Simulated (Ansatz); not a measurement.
The cell was built from the zincblende type and relaxed in the same program, and has space group F-43m; it needn't be a known or the stable phase.

Input and log of a run on ZrC: DFT, PBE, all-electron LAPW, scalar-relativistic (Ansatz 0.2.0).

Command: `ansatz run input.yaml --threads 1 --pin off --max-ram 2048MiB --backend cpu --events-out ev --progress --plain --runs-dir out` The run took about 23 s on 1 thread of a shared machine.

```yaml
crystal:
  lattice:
    - [0.0, 2.5451788125, 2.5451788125]
    - [2.5451788125, 0.0, 2.5451788125]
    - [2.5451788125, 2.5451788125, 0.0]
  atoms:
    - { symbol: Zr, position: [0.0, 0.0, 0.0] }
    - { symbol: C, position: [0.25, 0.25, 0.25] }
kpoints:
  mp_grid: { grid: [11, 11, 11] }
  band_path:
    path:
      - [0.0, 0.0, 0.0]
      - [-0.5, -0.5, 0.0]
      - [-0.375, -0.375, 0.25]
      - [-0.375, 0.0, 0.375]
      - [0.0, 0.0, 0.0]
      - [0.0, 0.0, 0.5]
      - [-0.5, -0.25, 0.25]
      - [-0.5, -0.5, 0.0]
    npoints: 8
scf:
  occupations: { method: fermi_dirac, width: 0.03 }
hamiltonian:
  xc: pbe
  pseudopotentials: { kind: all_electron, lapw: { basis_error: 0.001 } }
output:
  forces: true
  stress: true
  eigenvalues: true
  fatbands: true
  populations: true
  dos: { projected: true, de: 0.2, e_range: [-14, 8] }
```

What the program printed:

```
Zr: projections on atomic orbitals take those of the free atom 1s2 2s2 2p6 3s2 3p6 3d10 4s2 4p6 4d2 5s2, of charge +0.00 (hamiltonian.pseudopotentials.projection_atoms)
C: projections on atomic orbitals take those of the free atom 1s2 2s2 2p2, of charge +0.00 (hamiltonian.pseudopotentials.projection_atoms)
LAPW: plane waves up to 8.680 Å⁻¹, error target 1.0e-3 eV per atom; small_component_spin mean_spin; C in spheres of 0.984 Å, 6 of its electrons in bands, Dirac shells []; Zr in spheres of 1.220 Å, 30 of its electrons in bands, Dirac shells []
Engine: ansatz 0.2.0
Pseudopotentials: kind: all_electron
Pseudopotential: Zr, LAPW, valence charge 30, Koelling and Harmon's equation, gaussian nucleus
Pseudopotential: C, LAPW, valence charge 6, Koelling and Harmon's equation, gaussian nucleus
Functional definition: PBE
  parameter kappa = 0.804
  parameter beta = 0.06672455060314922
  exchange = pbe_x(kappa = kappa, mu = beta*pi^2/3)
  correlation = pbe_c(beta = beta)
Crystal: 2 atoms, lattice volume = 32.975 Å³
Basis set: ecut = 287.08617283950457 eV, 339 PW (Γ), exchange–correlation at level 2
Bands: 22, of which v1, the nominal top of the filled ones, is band 18 counted from 1 (17 counted from 0)
Symmetry: 24 space group operations
Space group: F-43m (ITA 216), of the structure as read, at distance tolerance 3.2e-5 Å
k-points: 56 of 1331 (time reversal used)
Non-local potential: Zr, projectors of the file, none
Non-local potential: C, projectors of the file, none
Initial density: superposition of atomic densities (chi_scale 0.1, normalization cell, long waves kept (reshape's long-wave potential 0.00 eV rms))
Initial wavefunctions: plane waves of lowest kinetic energy (no species holds an atomic orbital)
Functional: x = pbe(κ = 0.804, μ = 0.2195149727645171), c = pbe(β = 0.06672455060314922)
iter 1 solved again at ethr=2.81e-2 eV; its pass at ethr=1.00e-1 eV (dr2=1.01e1 eV) is discarded
SCF iter   1: F=—  HF=-98967.644876 eV  |F-HF|=—  |Δ(HF+E_count)|=         —  Δρ=1.37e-1  dr2=1.01e1  ethr=2.81e-2  ⟨swp⟩=2.0  Hψ=7572  notcnv=0
preconditioner: auto → none  [insulator: Δε(μ)=2.990 eV  Ē_g=17.859 eV  σ=0.030 eV  W_gap=1.00  n_scr=14 (ndim 8)  ℏωp=24.2 eV  f_vac=0.000  D(μ)=0.00/eV (n_scr^D=0)  ε∞_Penn≈2.8]
SCF iter   2: F=—  HF=-98966.595639 eV  |F-HF|=—  |Δ(HF+E_count)|=    1.05e0  Δρ=1.10e-1  dr2=5.99e0  ethr=2.81e-2  ⟨swp⟩=3.0  Hψ=3657  notcnv=0
iter 3 solved again at ethr=4.32e-4 eV; its pass at ethr=1.66e-2 eV (dr2=1.56e-1 eV) is discarded
SCF iter   3: F=—  HF=-98964.473919 eV  |F-HF|=—  |Δ(HF+E_count)|=    2.12e0  Δρ=1.83e-2  dr2=1.56e-1  ethr=4.32e-4  ⟨swp⟩=2.0  Hψ=6247  notcnv=0
SCF iter   4: F=—  HF=-98964.460348 eV  |F-HF|=—  |Δ(HF+E_count)|=         —  Δρ=4.15e-3  dr2=6.29e-3  ethr=4.32e-4  ⟨swp⟩=2.8  Hψ=4038  notcnv=0
the basis was enlarged: its passes take 371.0 KiB over the memory plan, 1 of 1 planned eigensolver slots
SCF iter   5: F=—  HF=-98964.458862 eV  |F-HF|=—  |Δ(HF+E_count)|=   1.49e-3  Δρ=2.79e-3  dr2=4.50e-3  ethr=1.75e-5  ⟨swp⟩=2.0  Hψ=3739  notcnv=0
SCF iter   6: F=—  HF=-98964.457635 eV  |F-HF|=—  |Δ(HF+E_count)|=   1.23e-3  Δρ=8.00e-4  dr2=3.75e-4  ethr=1.25e-5  ⟨swp⟩=2.0  Hψ=3758  notcnv=0
SCF iter   7: F=—  HF=-98964.457539 eV  |F-HF|=—  |Δ(HF+E_count)|=   9.63e-5  Δρ=1.07e-4  dr2=6.57e-6  ethr=1.04e-6  ⟨swp⟩=2.6  Hψ=3715  notcnv=0
SCF iter   8: F=—  HF=-98964.457537 eV  |F-HF|=—  |Δ(HF+E_count)|=   2.15e-6  Δρ=2.14e-5  dr2=2.39e-7  ethr=1.83e-8  ⟨swp⟩=2.5  Hψ=3698  notcnv=0
SCF iter   9: F=-98964.457536 eV  HF=-98964.457536 eV  |F-HF|=8.28e-9  |Δ(HF+E_count)|=   4.29e-8  Δρ=5.38e-6  dr2=1.61e-8  ethr=6.65e-10  ⟨swp⟩=2.2  Hψ=3684  notcnv=0
SCF 1 converged in 9 iterations: F = -98964.457536 eV  dr2 = 1.61e-8
NSCF: frozen V_eff on 57 k-points
SCF converged after 9 iterations
Free energy (F): -98964.457536 eV
Harris-Foulkes:  -98964.457536 eV  (|F-HF|=8.28e-9)
Internal energy: -98964.457530 eV  (E = F + TS)
E sigma→0 (E₀):  -98964.457533 eV
Entropy (-TS):   -0.000007 eV (-0.003 meV/atom)
Fermi energy:    12.246769 eV
--- Per-component energies (eV) ---
  E_band       = -4715.133300
  E_kinetic    = 102183.345631
  E_xc         = -3257.493582
  E_electrostatic = -197890.309578  (all electrons and nuclei)
  E_smearing   = -0.000007  (= −TS)
  E_closure    = 0.000000  (closes the sum)
  E_atoms      = -98947.444364  (free atoms, spherical and without spin; not in F)
  Σ components = -98964.457536   (vs F -98964.457536, Δ=0.00e0)
  Basis errors (estimates in eV, not in F): energy 5.1e-4 per atom: plane waves 4.7e-4 (2.9e-4 summed), levels above the bands 1.7e-75, relativity 2.2e-8, radial functions 4.5e-5, core shells 1.3e-10; eigenvalues (radial functions only) 4.3e-6; not estimated: angular momenta, meshes, grids; target (lapw.basis_error) 1.0e-3; muffin-tin radii C 0.984 Å, Zr 1.220 Å
--- Forces (eV/Å), atoms counted from 1 ---
  atom   1  Zr     0.00000000    -0.00000000    -0.00000000
  atom   2  C     -0.00000000     0.00000000     0.00000000
  max |Σ_I F_I| component: 1.48e-16 eV/Å
--- Stress (GPa, compression-positive) ---
        0.023426       0.000000       0.000000
        0.000000       0.023426      -0.000000
        0.000000      -0.000000       0.023426
  P = ⅓ Tr σ = 0.0234 GPa (0.234 kbar)
--- Band table (eV; the first three rows and the last of 56) ---
  k-point 0: bands = ["-385.9035", "-298.7845", "-298.7845", "-298.7845", "-251.5802", "-155.9531", "-155.9531", "-155.9370", "-155.9370", "-155.9370", "-35.9639", "-13.8782", "-13.8782", "-13.8782", "2.1598", "9.7253", "9.7253", "9.7253", "15.0649", "15.0649", "15.3515", "20.3875"]
  k-point 1: bands = ["-385.9035", "-298.7845", "-298.7845", "-298.7845", "-251.5802", "-155.9531", "-155.9531", "-155.9370", "-155.9370", "-155.9370", "-35.9608", "-13.9136", "-13.8830", "-13.8830", "2.2709", "9.5870", "9.7923", "9.7923", "14.9723", "14.9723", "15.7170", "20.1721"]
  k-point 2: bands = ["-385.9035", "-298.7845", "-298.7845", "-298.7845", "-251.5802", "-155.9531", "-155.9531", "-155.9370", "-155.9370", "-155.9370", "-35.9527", "-14.0070", "-13.8959", "-13.8959", "2.5631", "9.3382", "9.9606", "9.9606", "14.8260", "14.8260", "16.5161", "19.7870"]
  k-point 55: bands = ["-385.9035", "-298.7845", "-298.7845", "-298.7845", "-251.5802", "-155.9531", "-155.9531", "-155.9370", "-155.9370", "-155.9370", "-35.9132", "-14.2065", "-14.1229", "-14.0259", "3.8343", "9.3753", "10.6320", "11.9657", "12.5183", "15.0880", "16.5021", "17.9180"]
--- Löwdin populations: 2 sites ---
  site symbol       q [e]
     0     Zr     39.1171
     1      C      6.8461
  spilling = 0.000800 (of n_electrons = 46.000000)
```
